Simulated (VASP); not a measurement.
# SiC (Imm2) in VASP: notebook, part 2 of 2

VASP 6.6.1. Earlier steps stand in the parts before.

## Step 4: Band structure, HSE06

File POSCAR:

```
SiC                                     
1.0
    3.0787381452      0.0000000000      0.0000000000
    0.0000000000      4.3539932400      0.0000000000
    0.0000000000      0.0000000000      3.1360670110
  Si              C             
     2     2
Direct
     1.0000000000000000    0.0000000000000000    1.0000000000000000
     0.5000000000000000    0.5000000000000000    0.5000000000000000
     1.0000000000000000    0.2500000000000000    0.5000000000000000
     0.5000000000000000    0.7500000000000000    0.0000000000000000
```

File INCAR.step1:

```
  PREC = Accurate
  ENCUT = 520
  EDIFF = 1E-5
  ISMEAR = 0
  SIGMA = 0.02
  LREAL = F
  LASPH = T
  NELM = 80
  ALGO = Normal
  ISIF = 2
  LWAVE = T
  LCHARG = F
  GGA = PE
  KPAR = 4
```

File INCAR.step2:

```
  PREC = Accurate
  ENCUT = 520
  EDIFF = 1E-7
  ISMEAR = 0
  SIGMA = 0.02
  LREAL = F
  LASPH = T
  NELM = 80
  ALGO = Normal
  ISIF = 2
  LWAVE = F
  LCHARG = F
  GGA = PE
  LHFCALC = T
  HFSCREEN = 0.2
  PRECFOCK = Normal
  ISTART = 1
  KPAR = 4
```

File KPOINTS:

```
regular mesh
0
Gamma
  7 5 7
```

File KPOINTS_OPT:

```
path GXMGZRAZ,XR,MA
8
line-mode
reciprocal
 0.0000000000  0.0000000000  0.0000000000  G
 0.0000000000  0.0000000000 -0.5000000000  X

 0.0000000000  0.0000000000 -0.5000000000  X
-0.5000000000  0.0000000000 -0.5000000000  M

-0.5000000000  0.0000000000 -0.5000000000  M
 0.0000000000  0.0000000000  0.0000000000  G

 0.0000000000  0.0000000000  0.0000000000  G
 0.0000000000 -0.5000000000  0.0000000000  Z

 0.0000000000 -0.5000000000  0.0000000000  Z
 0.0000000000 -0.5000000000 -0.5000000000  R

 0.0000000000 -0.5000000000 -0.5000000000  R
-0.5000000000 -0.5000000000 -0.5000000000  A

-0.5000000000 -0.5000000000 -0.5000000000  A
 0.0000000000 -0.5000000000  0.0000000000  Z

 0.0000000000  0.0000000000 -0.5000000000  X
 0.0000000000 -0.5000000000 -0.5000000000  R

-0.5000000000  0.0000000000 -0.5000000000  M
-0.5000000000 -0.5000000000 -0.5000000000  A
```

On the command line:

```console
$ cat potpaw_PBE.64/Si/POTCAR potpaw_PBE.64/C/POTCAR > POTCAR
$ cp INCAR.step1 INCAR
$ mpirun -np 4 vasp_std > vasp.out
$ cp INCAR.step2 INCAR
$ mpirun -np 4 vasp_std > vasp.out
```

Run time: 30 min. Hardware: 4 MPI ranks of AMD EPYC 9R45 (Zen 5), shared host; peak memory 0.32 GiB.

It converged, with:

- Free energy: -34.8932 eV
- Pressure: -5.2 GPa
- Largest force: 0.132 eV/Å
- Band gap on the k mesh: 2.15 eV
- Band gap along the path: 2.15 eV

Forces on the atoms (eV/Å):
```
Si   0.000  0.132  0.000
Si   0.000  0.132  0.000
C    0.000 -0.132  0.000
C    0.000 -0.132  0.000
```

Stress tensor (GPa, compression positive):
```
 -1.01   0.00   0.00
  0.00  -3.61   0.00
  0.00   0.00 -10.97
```

Levels at the corners of the path, in eV from the valence-band top:
| point | band 4 | band 5 | band 6 | band 7 | band 8 | band 9 | band 10 | band 11 | band 12 |
| --- | --- | --- | --- | --- | --- | --- | --- | --- | --- |
| Γ | -3.72 | -3.43 | -0.10 | -0.02 | 0.00 | 2.15 | 5.20 | 7.24 | 8.26 |
| X | -6.48 | -4.70 | -4.70 | -1.33 | -1.33 | 6.64 | 6.64 | 10.23 | 10.27 |
| X | -6.48 | -4.70 | -4.70 | -1.33 | -1.33 | 6.64 | 6.64 | 10.23 | 10.27 |
| M | -8.57 | -3.48 | -3.48 | -3.46 | -3.46 | 2.25 | 2.25 | 5.34 | 5.34 |
| M | -8.57 | -3.48 | -3.48 | -3.46 | -3.46 | 2.25 | 2.25 | 5.34 | 5.34 |
| Γ | -3.72 | -3.43 | -0.10 | -0.02 | 0.00 | 2.15 | 5.20 | 7.24 | 8.25 |
| Γ | -3.72 | -3.43 | -0.10 | -0.02 | 0.00 | 2.15 | 5.20 | 7.24 | 8.25 |
| Z | -3.67 | -2.30 | -2.30 | -2.07 | -2.07 | 5.02 | 5.02 | 7.41 | 7.41 |
| Z | -3.67 | -2.30 | -2.30 | -2.07 | -2.07 | 5.02 | 5.02 | 7.41 | 7.41 |
| R | -9.32 | -1.20 | -1.20 | -1.08 | -1.08 | 6.60 | 6.60 | 8.43 | 8.49 |
| R | -9.32 | -1.20 | -1.20 | -1.08 | -1.08 | 6.60 | 6.60 | 8.44 | 8.48 |
| A | -7.73 | -5.42 | -5.42 | -5.04 | -5.04 | 6.38 | 6.38 | 10.91 | 10.94 |
| A | -7.73 | -5.42 | -5.42 | -5.04 | -5.04 | 6.38 | 6.38 | 10.92 | 10.96 |
| Z | -3.67 | -2.30 | -2.30 | -2.07 | -2.07 | 5.02 | 5.02 | 7.41 | 7.41 |
| X | -6.48 | -4.70 | -4.70 | -1.33 | -1.33 | 6.64 | 6.64 | 10.23 | 10.27 |
| R | -9.32 | -1.20 | -1.20 | -1.08 | -1.08 | 6.60 | 6.60 | 8.43 | 8.49 |
| M | -8.57 | -3.48 | -3.48 | -3.46 | -3.46 | 2.25 | 2.25 | 5.34 | 5.34 |
| A | -7.73 | -5.42 | -5.42 | -5.04 | -5.04 | 6.38 | 6.38 | 10.92 | 10.96 |

Caveat: the PAW data sets were made with another functional, which shifts forces and pressure a little.

## Step 5: Band structure, PBE0

POSCAR is that of step 4.

INCAR.step1 is that of step 4.

INCAR.step2, as its differences from that of step 4:

```diff
@@ -14,4 +14,5 @@
   LHFCALC = T
-  HFSCREEN = 0.2
+  AEXX = 0.25
   PRECFOCK = Normal
+  HFRCUT = -1
   ISTART = 1
```

File KPOINTS:

```
regular mesh
0
Gamma
  6 4 6
```

KPOINTS_OPT is that of step 4.

Potentials or basis: VASP PAW PBE potentials, release 64 (Si, C).

On the command line:

```console
$ cat potpaw_PBE.64/Si/POTCAR potpaw_PBE.64/C/POTCAR > POTCAR
$ cp INCAR.step1 INCAR
$ mpirun -np 4 vasp_std > vasp.out
$ cp INCAR.step2 INCAR
$ mpirun -np 4 vasp_std > vasp.out
```

OUTCAR:

```text
PREC = Accurate
   ENCUT = 520
   EDIFF = 1E-7
   ISMEAR = 0
   LREAL = F
   LASPH = T
   NELM = 80
   ISIF = 2
   GGA = PE
   LHFCALC = T
   AEXX = 0.25
   PRECFOCK = Normal
   ISTART = 1

 ion  position               nearest neighbor table
   1  0.000  0.000  0.000-   4 1.89   4 1.89   3 1.91   3 1.91   2 3.09   2 3.09   2 3.09   2 3.09
                             2 3.09   2 3.09   2 3.09   2 3.09
[... 595 lines left out ...]
  FORCE on cell =-STRESS in cart. coord.  units (eV):
  Direction    XX          YY          ZZ          XY          YZ          ZX
  --------------------------------------------------------------------------------------
  -------------------------------------------------------------------------------------
  Total       -0.2961461     -0.9955929     -2.9093805      0.0000000      0.0000000      0.0000000
  in kB      -11.2867978    -37.9443010   -110.8830780      0.0000000      0.0000000      0.0000000
  external PRESSURE =     -53.3713923 kB  Pullay stress =       0.0000000 kB

 VOLUME and BASIS-vectors are now :
 -----------------------------------------------------------------------------
  energy-cutoff  :      520.00
  volume of cell :       42.04
      direct lattice vectors                 reciprocal lattice vectors
     3.078738145  0.000000000  0.000000000     0.324808396  0.000000000  0.000000000
     0.000000000  4.353993240  0.000000000     0.000000000  0.229674220  0.000000000
     0.000000000  0.000000000  3.136067011     0.000000000  0.000000000  0.318870737

 POSITION                                       TOTAL-FORCE (eV/Angst)
 -----------------------------------------------------------------------------------
      0.00000      0.00000      0.00000         0.000000      0.131296      0.000000
      1.53937      2.17700      1.56803        -0.000000      0.131296      0.000000
      0.00000      1.08850      1.56803         0.000000     -0.131296      0.000000
      1.53937      3.26549      0.00000        -0.000000     -0.131296      0.000000
 -----------------------------------------------------------------------------------
    total drift:                                0.000000      0.000020      0.000000

  FREE ENERGIE OF THE ION-ELECTRON SYSTEM (eV)
  ---------------------------------------------------
  free  energy   TOTEN  =       -36.9102752078 eV

  energy  without entropy=      -36.9102752078  energy(sigma->0) =      -36.91027521
```

OUTCAR.step1:

```text
PREC = Accurate
   ENCUT = 520
   EDIFF = 1E-5
   ISMEAR = 0
   LREAL = F
[... 614 lines left out ...]
      0.00000      0.00000      0.00000        -0.000000      0.137876     -0.000000
      1.53937      2.17700      1.56803         0.000000      0.137876      0.000000
      0.00000      1.08850      1.56803         0.000000     -0.137876     -0.000000
      1.53937      3.26549      0.00000         0.000000     -0.137876     -0.000000
 -----------------------------------------------------------------------------------
    total drift:                                0.000000      0.000237     -0.000000

  FREE ENERGIE OF THE ION-ELECTRON SYSTEM (eV)
  ---------------------------------------------------
  free  energy   TOTEN  =       -30.1014959560 eV

  energy  without entropy=      -30.1014959560  energy(sigma->0) =      -30.10149596
```

It took 17 min on 4 MPI ranks of AMD EPYC 9R45 (Zen 5), shared host; peak memory 0.22 GiB.

Results:

| Item | Value |
| --- | --- |
| Free energy | -36.9103 eV |
| Pressure | -5.3 GPa |
| Largest force | 0.131 eV/Å |
| Band gap on the k mesh | 2.86 eV |
| Band gap along the path | 2.86 eV |

Forces on the atoms (eV/Å):
```
Si   0.000  0.131  0.000
Si   0.000  0.131  0.000
C    0.000 -0.131  0.000
C    0.000 -0.131  0.000
```

Levels at the corners of the path, in eV from the valence-band top:
| point | band 4 | band 5 | band 6 | band 7 | band 8 | band 9 | band 10 | band 11 | band 12 |
| --- | --- | --- | --- | --- | --- | --- | --- | --- | --- |
| Γ | -3.75 | -3.46 | -0.11 | -0.03 | 0.00 | 2.86 | 5.92 | 7.95 | 8.97 |
| X | -6.53 | -4.74 | -4.74 | -1.36 | -1.36 | 7.36 | 7.36 | 10.97 | 11.01 |
| X | -6.53 | -4.74 | -4.74 | -1.36 | -1.36 | 7.36 | 7.36 | 10.97 | 11.01 |
| M | -8.63 | -3.49 | -3.49 | -3.48 | -3.48 | 2.94 | 2.94 | 6.05 | 6.05 |
| M | -8.63 | -3.49 | -3.49 | -3.48 | -3.48 | 2.94 | 2.94 | 6.05 | 6.05 |
| Γ | -3.75 | -3.46 | -0.11 | -0.03 | 0.00 | 2.86 | 5.92 | 7.95 | 8.96 |
| Γ | -3.75 | -3.46 | -0.11 | -0.03 | 0.00 | 2.86 | 5.92 | 7.95 | 8.96 |
| Z | -3.71 | -2.33 | -2.33 | -2.10 | -2.10 | 5.73 | 5.73 | 8.13 | 8.13 |
| Z | -3.71 | -2.33 | -2.33 | -2.10 | -2.10 | 5.73 | 5.73 | 8.13 | 8.13 |
| R | -9.38 | -1.22 | -1.22 | -1.09 | -1.09 | 7.31 | 7.31 | 9.16 | 9.21 |
| R | -9.38 | -1.22 | -1.22 | -1.09 | -1.09 | 7.31 | 7.31 | 9.16 | 9.20 |
| A | -7.78 | -5.47 | -5.47 | -5.09 | -5.09 | 7.11 | 7.11 | 11.65 | 11.69 |
| A | -7.78 | -5.47 | -5.47 | -5.09 | -5.09 | 7.11 | 7.11 | 11.66 | 11.70 |
| Z | -3.71 | -2.33 | -2.33 | -2.10 | -2.10 | 5.73 | 5.73 | 8.13 | 8.13 |
| X | -6.53 | -4.74 | -4.74 | -1.36 | -1.36 | 7.36 | 7.36 | 10.97 | 11.02 |
| R | -9.38 | -1.22 | -1.22 | -1.09 | -1.09 | 7.31 | 7.31 | 9.16 | 9.21 |
| M | -8.63 | -3.49 | -3.49 | -3.48 | -3.48 | 2.94 | 2.94 | 6.05 | 6.05 |
| A | -7.78 | -5.47 | -5.47 | -5.09 | -5.09 | 7.11 | 7.11 | 11.66 | 11.71 |

Caveat: the PAW data sets were made with another functional, which shifts forces and pressure a little.

## Step 6: Overview

```tsv
level	spin	k mesh	further INCAR settings	grid for exact exchange (PRECFOCK)	screening parameter	exchange at q = 0	gap on the mesh (eV)	pressure (GPa)	largest force (eV/Å)
PBE	off	8 × 6 × 8	ALGO = Fast; EDIFF = 1e-07	-	-	-	1.27	-0.1	0.14
PBE	non-collinear, zero start, SOC	8 × 6 × 8	ALGO = Fast; EDIFF = 1e-07	-	-	-	-	-0.1	0.14
HSE06	off	7 × 5 × 7	ALGO = Normal; EDIFF = 1e-07	Normal	0.2 1/A	-	2.15	-5.2	0.13
PBE0	off	6 × 4 × 6	ALGO = Normal; EDIFF = 1e-07	Normal	-	truncated	2.86	-5.3	0.13
```

Alike in all rows: task band structure; potentials or basis VASP PAW PBE potentials, release 64 (Si, C); cell as given; cutoff (eV) 520; smearing gaussian 0.02 eV.

On the cell as given the gap runs from 1.27 eV (PBE) to 2.86 eV (PBE0); the meshes differ, which moves gaps too. The pressure there spans -5.3 GPa (PBE0) to -0.1 GPa (PBE); a positive pressure means that this level wants a larger cell, a negative one a smaller.

Caveats: the PAW data sets were made with another functional, which shifts forces and pressure a little (some runs).

Total energies depend on the potentials used, so only differences within one code and one set of settings carry meaning.
